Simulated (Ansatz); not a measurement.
A relaxation computed with Ansatz, from input to last step.

```yaml
crystal:
  lattice:
    - [4.0514020971, 0.0, 0.0]
    - [-2.0257010485, 3.4226216189, 0.0]
    - [0.0, 0.0, 4.9889891325]
  atoms:
    - { symbol: Ni, position: [0.6648655819, 0.3304984666, 0.25] }
    - { symbol: Ni, position: [0.3351344181, 0.6695015334, 0.75] }
    - { symbol: Ni, position: [0.0, 0.0, 0.0] }
    - { symbol: Ni, position: [0.0, 0.0, 0.5] }
    - { symbol: Ge, position: [0.670383635, 0.3392563071, 0.75] }
    - { symbol: Ge, position: [0.329616365, 0.6607436929, 0.25] }
basis:
  ecutwfc: 420
kpoints:
  mp_grid: { grid: [12, 12, 8] }
hamiltonian:
  xc: pbesol
scf:
  occupations: { method: gaussian, width: 0.1 }
output:
  forces: true
  stress: true
  eigenvalues: true
relax:
  adjacent_minimum: "off"
  f_tol: 0.008
  max_steps: 40
  cell: { stress_tol: 0.015, fix: [a, angles] }
```

```bash
ansatz run input.yaml --threads 1 --pin off --max-ram 2560MiB --backend cpu --events-out ev --progress --plain --runs-dir out
```

All numbers below come from Ansatz, DFT PBEsol, scalar-relativistic, plane waves, PAW.

Of 5 frames 4 are shown, positions in Å and forces in eV/Å; the SCF threshold varies from step to step. Steps run on the plane waves of an earlier cell, with a Pulay correction in the pressure. The basis is chosen afresh for the last frame, the zero of the energies, and at times for earlier ones too; energy and pressure step there, also at an unchanged geometry. Spin polarisation was left out; whether the Ni atoms would carry moments isn't shown by this run.

```xyz
6
Lattice="4.0514 0.0000 0.0000 -2.0257 3.4226 0.0000 0.0000 0.0000 4.9890" Properties=species:S:1:pos:R:3:forces:R:3 pbc="T T T" step=1 free_energy_over_end_meV_per_atom=0.63 pressure_GPa=-2.07
Ni    2.0241    1.1312    1.2472   -0.0113    0.0362    0.0000
Ni    0.0016    2.2915    3.7417    0.0113   -0.0362    0.0000
Ni    0.0000    0.0000    0.0000    0.0000    0.0000    0.0000
Ni    0.0000    0.0000    2.4945    0.0000    0.0000    0.0000
Ge    2.0288    1.1611    3.7417   -0.0199    0.0833    0.0000
Ge   -0.0031    2.2615    1.2472    0.0199   -0.0833    0.0000
6
Lattice="4.0514 0.0029 0.0000 -2.0233 3.4129 0.0000 0.0000 0.0000 4.9912" Properties=species:S:1:pos:R:3:forces:R:3 pbc="T T T" step=2 free_energy_over_end_meV_per_atom=0.29 pressure_GPa=-1.64
Ni    2.0254    1.1298    1.2478   -0.0058    0.0180    0.0000
Ni    0.0028    2.2860    3.7434    0.0058   -0.0180    0.0000
Ni    0.0000    0.0000    0.0000    0.0000    0.0000    0.0000
Ni    0.0000    0.0000    2.4956    0.0000    0.0000    0.0000
Ge    2.0292    1.1634    3.7434   -0.0060    0.0633    0.0000
Ge   -0.0011    2.2525    1.2478    0.0060   -0.0633    0.0000
6
Lattice="4.0514 0.0081 0.0000 -2.0189 3.3957 0.0000 0.0000 0.0000 5.0014" Properties=species:S:1:pos:R:3:forces:R:3 pbc="T T T" step=3 free_energy_over_end_meV_per_atom=0.01 pressure_GPa=-1.09
Ni    2.0271    1.1249    1.2503   -0.0112   -0.0313    0.0000
Ni    0.0054    2.2788    3.7510    0.0112    0.0313    0.0000
Ni    0.0000    0.0000    0.0000    0.0000    0.0000    0.0000
Ni    0.0000    0.0000    2.5007    0.0000    0.0000    0.0000
Ge    2.0324    1.1720    3.7510   -0.0014   -0.0118    0.0000
Ge    0.0001    2.2317    1.2503    0.0014    0.0118    0.0000
6
Lattice="4.0514 0.0081 0.0000 -2.0189 3.3956 0.0000 0.0000 0.0000 5.0005" Properties=species:S:1:pos:R:3:forces:R:3 pbc="T T T" step=5 free_energy_over_end_meV_per_atom=0.00 pressure_GPa=-1.04
Ni    2.0245    1.1198    1.2501   -0.0014   -0.0026    0.0000
Ni    0.0080    2.2839    3.7504    0.0014    0.0026    0.0000
Ni    0.0000    0.0000    0.0000    0.0000    0.0000    0.0000
Ni    0.0000    0.0000    2.5002    0.0000    0.0000    0.0000
Ge    2.0342    1.1749    3.7504    0.0014   -0.0004    0.0000
Ge   -0.0017    2.2288    1.2501   -0.0014    0.0004    0.0000
```

Time: 5.5 min on 1 thread of Oxide Virtual Turin-like Processor (Zen 5) (shared host), peak memory 1.3 GiB.